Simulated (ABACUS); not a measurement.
# PbSe (Cmcm) in ABACUS: equation of state, part 2 of 2

ABACUS 3.10.1.

### Step 4. Equation of state, PBEsol, 28.82 Å³/atom (volume scaled by 0.98)

The input, INPUT:

```
INPUT_PARAMETERS
suffix              PbSe
calculation         scf
basis_type          pw
pseudo_dir          ./
symmetry            1
dft_functional      pbesol
ecutwfc             87
pseudo_rcut         7
nspin               1
nbands              36
ks_solver           dav
smearing_method     fd
smearing_sigma      0.00367493
scf_thr             1e-08
scf_nmax            100
mixing_type         broyden
mixing_beta         0.7
cal_force           1
cal_stress          1
kpar                4
```

The input, STRU:

```
ATOMIC_SPECIES
Pb 207.2000 Pb.upf
Se 78.9710 Se.upf

LATTICE_CONSTANT
1.8897261246

LATTICE_VECTORS
2.1404138952 -6.0927786777 0.0000000000
2.1404138952 6.0927786777 0.0000000000
0.0000000000 0.0000000000 4.4206235856

ATOMIC_POSITIONS
Direct

Pb
0.0
2
0.3682392700 0.6317607300 0.2500000000 1 1 1
0.6317607300 0.3682392700 0.7500000000 1 1 1

Se
0.0
2
0.1387100400 0.8612899600 0.2500000000 1 1 1
0.8612899600 0.1387100400 0.7500000000 1 1 1
```

The input, KPT:

```
K_POINTS
0
Gamma
7 7 6 0 0 0
```

Potentials or basis: PseudoDojo NC SR 0.4.1 PBEsol standard, plane waves.

The run is started by

```console
$ OMP_NUM_THREADS=1 mpirun -np 4 abacus > log
```

running log:

```text
ABACUS v3.10.1

               Atomic-orbital Based Ab-initio Computation at UStc

 ------------------------------------------------------------------------------------

 READING GENERAL INFORMATION
                           global_out_dir = OUT.PbSe/
                           global_in_card = INPUT
                               pseudo_dir = ./
                              orbital_dir =
                                    DSIZE = 4
                                    GSIZE = 1

 READING UNITCELL INFORMATION
                                    ntype = 2
                  lattice constant (Bohr) = 1.88973
              lattice constant (Angstrom) = 1

 READING ATOM TYPE 1
                               atom label = Pb
                      L=0, number of zeta = 1
                      L=1, number of zeta = 1
                      L=2, number of zeta = 1
             number of atom for this type = 2

 READING ATOM TYPE 2
                               atom label = Se
                      L=0, number of zeta = 1
                      L=1, number of zeta = 1
                      L=2, number of zeta = 1
             number of atom for this type = 2

                        TOTAL ATOM NUMBER = 4
DIRECT COORDINATES
    atom                   x                   y                   z     mag                  vx                  vy                  vz
taud_Pb1            0.3682392700        0.6317607300        0.2500000000  0.0000        0.0000000000        0.0000000000        0.0000000000
taud_Pb2            0.6317607300        0.3682392700        0.7500000000  0.0000        0.0000000000        0.0000000000        0.0000000000
taud_Se1            0.1387100400        0.8612899600        0.2500000000  0.0000        0.0000000000        0.0000000000        0.0000000000
taud_Se2            0.8612899600        0.1387100400        0.7500000000  0.0000        0.0000000000        0.0000000000        0.0000000000

                          Volume (Bohr^3) = 778.078
                             Volume (A^3) = 115.299

 Lattice vectors: (Cartesian coordinate: in unit of a_0)
             +2.14041            -6.09278                  +0
             +2.14041            +6.09278                  +0
                   +0                  +0            +4.42062
 Reciprocal vectors: (Cartesian coordinate: in unit of 2 pi/a_0)
              +0.2336          -0.0820644                  +0
              +0.2336          +0.0820644                  -0
                   -0                  -0           +0.226212
 The esolver type has been set to : ksdft_pw

                PAO radial cut off (Bohr) = 7

 Read in pseudopotential file is Pb.upf
                     pseudopotential type = NC
          exchange-correlation functional = PBESOL
                 nonlocal core correction = 1
                        valence electrons = 14
                                     lmax = 2
                           number of zeta = 3
                     number of projectors = 6
                           L of projector = 0
[... 5 lines left out ...]
                PAO radial cut off (Bohr) = 7

 Read in pseudopotential file is Se.upf
                     pseudopotential type = NC
          exchange-correlation functional = PBESOL
                 nonlocal core correction = 1
                        valence electrons = 16
                                     lmax = 2
                           number of zeta = 3
                     number of projectors = 6
                           L of projector = 0
                           L of projector = 0
                           L of projector = 1
                           L of projector = 1
                           L of projector = 2
                           L of projector = 2
     initial pseudo atomic orbital number = 36

 SETUP THE ELECTRONS NUMBER
            electron number of element Pb = 14
      total electron number of element Pb = 28
            electron number of element Se = 16
      total electron number of element Se = 32
            AUTOSET number of electrons:  = 60
                           occupied bands = 30
                                   NBANDS = 36
                                   NLOCAL = 36

[... 140 lines left out ...]
[... K-POINTS CARTESIAN COORDINATES: 16 rows ...]

[... K-POINTS DIRECT COORDINATES: 16 rows ...]

 SETUP PLANE WAVES FOR WAVE FUNCTIONS
     energy cutoff for wavefunc (unit:Ry) = 87
              fft grid for wave functions = [ 75, 75, 50 ]
                    number of plane waves = 13139
                         number of sticks = 737

 PARALLEL PW FOR WAVE FUNCTIONS
     PROC   COLUMNS(POT)             PW
        1            737          13139
 --------------- sum -------------------
        1            737          13139

 SETUP NONLOCAL PSEUDOPOTENTIALS IN PLANE WAVE BASIS
 Pb non-local projectors:
 projector 1 L=0
 projector 2 L=0
 projector 3 L=1
 projector 4 L=1
 projector 5 L=2
 projector 6 L=2
 Se non-local projectors:
 projector 1 L=0
 projector 2 L=0
 projector 3 L=1
 projector 4 L=1
 projector 5 L=2
 projector 6 L=2
      TOTAL NUMBER OF NONLOCAL PROJECTORS = 72

 Init Non-Local PseudoPotential table :
 Init Non-Local-Pseudopotential done.

                                     npwx = 10687

 Make real space PAO into reciprocal space.
       max mesh points in Pseudopotential = 701
     dq(describe PAO in reciprocal space) = 0.01
                                    max q = 1124

 number of pseudo atomic orbitals for Pb is 3
WARNING: norm of atomic wavefunction # 2 of atomic type Pb is 0.999895, renormalized
WARNING: norm of atomic wavefunction # 3 of atomic type Pb is 0.990856, renormalized

 number of pseudo atomic orbitals for Se is 3
WARNING: norm of atomic wavefunction # 2 of atomic type Se is 0.999994, renormalized
WARNING: norm of atomic wavefunction # 3 of atomic type Se is 0.999458, renormalized

 -------------------------------------------
 SELF-CONSISTENT
 -------------------------------------------
                                 init_chg = atomic

 PW ALGORITHM --------------- ION=   1  ELEC=   1--------------------------------

 Notice: Threshold on eigenvalues was too large.
 hsover_error=0.6 > DRHO=0.159124
 Origin diag ethr = 0.01
 New diag ethr = 0.000265207

 Density error is 0.157232761525
                          Error Threshold = 0.000265206964588
----------------------------------------------------------
     Energy           Rydberg                 eV
----------------------------------------------------------
 E_KohnSham     -765.6087606653      -10416.6415837661
 E_Harris       -762.4561455688      -10373.7480548531
 E_Fermi        0.6660720605         9.0623753018
----------------------------------------------------------
[... 75 lines left out ...]
 Density error is 2.88277321637e-09
                          Error Threshold = 8.0994111698e-11
----------------------------------------------------------
     Energy           Rydberg                 eV
----------------------------------------------------------
 E_KohnSham     -765.6561388137      -10417.2861965455
 E_KS(sigma->0) -765.6561386480      -10417.2861942902
 E_Harris       -765.6561888322      -10417.2868770818
 E_band         -61.5859849287       -837.9203119721
 E_one_elec     -353.0058211213      -4802.8905944185
 E_Hartree      202.2214704663       2751.3642562798
 E_xc           -175.1087448840      -2382.4767000514
 E_Ewald        -439.7630429431      -5983.2831538447
 E_entropy(-TS) -0.0000003315        -0.0000045106
 E_descf        0.0000000000         0.0000000000
 E_exx          0.0000000000         0.0000000000
 E_Fermi        0.6794856725         9.2448768552
----------------------------------------------------------

 charge density convergence is achieved
 final etot is -10417.286197 eV
 EFERMI = 9.2448768552 eV

 STATE ENERGY(eV) AND OCCUPATIONS    NSPIN == 1
 1/16 kpoint (Cartesian) = 0.0000 0.0000 0.0000 (10647 pws)
       1       -38.0516     0.00680272
       2       -38.0515     0.00680272
       3       -38.0490     0.00680272
       4       -38.0487     0.00680272
       5       -38.0459     0.00680272
       6       -38.0458     0.00680272
[... 218 lines left out ...]
      35        11.7348    6.41430e-24
      36        14.1199    1.23264e-44

[... levels at 10 further k points ...]

------------------------------------------------------------------------------------------
 TOTAL-FORCE (eV/Angstrom)
------------------------------------------------------------------------------------------
                       Pb1         0.0000000000        -0.1145567794         0.0000000000
                       Pb2         0.0000000000         0.1145567794         0.0000000000
                       Se1         0.0000000000         0.1466065330         0.0000000000
                       Se2         0.0000000000        -0.1466065330         0.0000000000
------------------------------------------------------------------------------------------

----------------------------------------------------------------
 TOTAL-STRESS (KBAR)
----------------------------------------------------------------
        -8.7746624760        -0.0000000000         0.0000000000
         0.0000000000        -4.2751703154        -0.0000000000
         0.0000000000        -0.0000000000        -9.4195601031
----------------------------------------------------------------
 TOTAL-PRESSURE: -7.489798 KBAR

 --------------------------------------------
 !FINAL_ETOT_IS -10417.2861965454758320 eV
 --------------------------------------------
```

Run time: 2.7 min. Hardware: 4 MPI ranks of Intel Xeon Platinum 8488C (Sapphire Rapids), shared host; peak memory 1.2 GiB.

Results:

| Property | Result |
| --- | --- |
| Free energy | -10417.2862 eV |
| Pressure | -0.7 GPa |
| Largest force | 0.147 eV/Å |
| Band gap on the k mesh | 0.92 eV, indirect (least direct gap 0.92 eV) |

Caveat: spin-orbit coupling is left out, which as a rule narrows the gap of such compounds by several tenths of an eV; an odd mesh through Γ misses points on the zone boundary, where band edges often lie.

### Step 5. Equation of state, PBEsol, 29.41 Å³/atom

INPUT is that of step 4.

STRU: that of step 4 with these lines changed.

```diff
@@ -8,5 +8,5 @@
 LATTICE_VECTORS
-2.1404138952 -6.0927786777 0.0000000000
-2.1404138952 6.0927786777 0.0000000000
-0.0000000000 0.0000000000 4.4206235856
+2.1548765900 -6.1339473500 0.0000000000
+2.1548765900 6.1339473500 0.0000000000
+0.0000000000 0.0000000000 4.4504935700
```

KPT is that of step 4.

The run is started by

```console
$ OMP_NUM_THREADS=1 mpirun -np 4 abacus > log
```

It took 2.8 min on 4 MPI ranks of Intel Xeon Platinum 8488C (Sapphire Rapids), shared host; peak memory 1.2 GiB.

It converged, with:

| Item | Value |
| --- | --- |
| Free energy | -10417.2684 eV |
| Pressure | -1.7 GPa |
| Largest force | 0.067 eV/Å |
| Band gap on the k mesh | 0.93 eV, direct |

Caveat: spin-orbit coupling is left out, which as a rule narrows the gap of such compounds by several tenths of an eV; an odd mesh through Γ misses points on the zone boundary, where band edges often lie.

### Step 6. Equation of state, PBEsol, 30.00 Å³/atom (volume scaled by 1.02)

INPUT is that of step 5.

STRU: that of step 5 with these lines changed.

```diff
@@ -8,5 +8,5 @@
 LATTICE_VECTORS
-2.1548765900 -6.1339473500 0.0000000000
-2.1548765900 6.1339473500 0.0000000000
-0.0000000000 0.0000000000 4.4504935700
+2.1691477118 -6.1745707018 0.0000000000
+2.1691477118 6.1745707018 0.0000000000
+0.0000000000 0.0000000000 4.4799678963
```

KPT is that of step 5.

Potentials or basis: PseudoDojo NC SR 0.4.1 PBEsol standard, plane waves.

The run is started by

```console
$ OMP_NUM_THREADS=1 mpirun -np 4 abacus > log
```

Wall time 3.4 min (4 MPI ranks of Intel Xeon Platinum 8488C (Sapphire Rapids), shared host); peak memory 1.2 GiB.

The run converged. Its results:

```
Free energy            : -10417.2375 eV
Pressure               : -2.5 GPa
Largest force          : 0.095 eV/Å
Band gap on the k mesh : 0.95 eV, direct
```

Caveat: spin-orbit coupling is left out, which as a rule narrows the gap of such compounds by several tenths of an eV; an odd mesh through Γ misses points on the zone boundary, where band edges often lie.

### Step 7. Equation of state, PBEsol, 30.59 Å³/atom (volume scaled by 1.04)

INPUT is that of step 6.

STRU: that of step 6 with these lines changed.

```diff
@@ -8,5 +8,5 @@
 LATTICE_VECTORS
-2.1691477118 -6.1745707018 0.0000000000
-2.1691477118 6.1745707018 0.0000000000
-0.0000000000 0.0000000000 4.4799678963
+2.1832334812 -6.2146664402 0.0000000000
+2.1832334812 6.2146664402 0.0000000000
+0.0000000000 0.0000000000 4.5090594121
```

KPT is that of step 6.

The run is started by

```console
$ OMP_NUM_THREADS=1 mpirun -np 4 abacus > log
```

Wall time 3.1 min (4 MPI ranks of Intel Xeon Platinum 8488C (Sapphire Rapids), shared host); peak memory 1.3 GiB.

The run converged. Its results:

| Quantity | Value |
| --- | --- |
| Free energy | -10417.1950 eV |
| Pressure | -3.3 GPa |
| Largest force | 0.188 eV/Å |
| Band gap on the k mesh | 0.96 eV, direct |

Caveat: spin-orbit coupling is left out, which as a rule narrows the gap of such compounds by several tenths of an eV; an odd mesh through Γ misses points on the zone boundary, where band edges often lie.

### Step 8. Equation of state, PBEsol, 31.18 Å³/atom (volume scaled by 1.06)

INPUT is that of step 7.

STRU: that of step 7 with these lines changed.

```diff
@@ -8,5 +8,5 @@
 LATTICE_VECTORS
-2.1832334812 -6.2146664402 0.0000000000
-2.1832334812 6.2146664402 0.0000000000
-0.0000000000 0.0000000000 4.5090594121
+2.1971398019 -6.2542513701 0.0000000000
+2.1971398019 6.2542513701 0.0000000000
+0.0000000000 0.0000000000 4.5377803101
```

KPT is that of step 7.

The run is started by

```console
$ OMP_NUM_THREADS=1 mpirun -np 4 abacus > log
```

Run time: 3 min. Hardware: 4 MPI ranks of Intel Xeon Platinum 8488C (Sapphire Rapids), shared host; peak memory 1.3 GiB.

It converged, with:

| Quantity | Value |
| --- | --- |
| Free energy | -10417.1421 eV |
| Pressure | -3.9 GPa |
| Largest force | 0.275 eV/Å |
| Band gap on the k mesh | 0.97 eV, direct |

Caveat: spin-orbit coupling is left out, which as a rule narrows the gap of such compounds by several tenths of an eV; an odd mesh through Γ misses points on the zone boundary, where band edges often lie.

### Step 9. Equation of state, PBEsol

Potentials or basis: PseudoDojo NC SR 0.4.1 PBEsol standard, plane waves.

This step only gathers the single runs of the series.

What came out:

```yaml
Equilibrium_volume: 28.41 Å³/atom
Bulk_modulus_at_fixed_shape_and_positions: 52 GPa
Pressure_derivative_of_the_bulk_modulus: 4.5
```

Energy against volume, from the lowest point:
| volume (Å³/atom) | energy (meV/atom) |
| --- | --- |
| 27.648 | 3.27 |
| 28.237 | 0.00 |
| 28.825 | 0.81 |
| 29.413 | 5.27 |
| 30.001 | 12.99 |
| 30.590 | 23.61 |
| 31.178 | 36.83 |

Caveat: the cell was scaled at fixed shape and fractional positions, which overstates the stiffness of a crystal with free parameters, most of all of layers and chains. The run has no spin-orbit coupling, so splittings on Pb are missing.
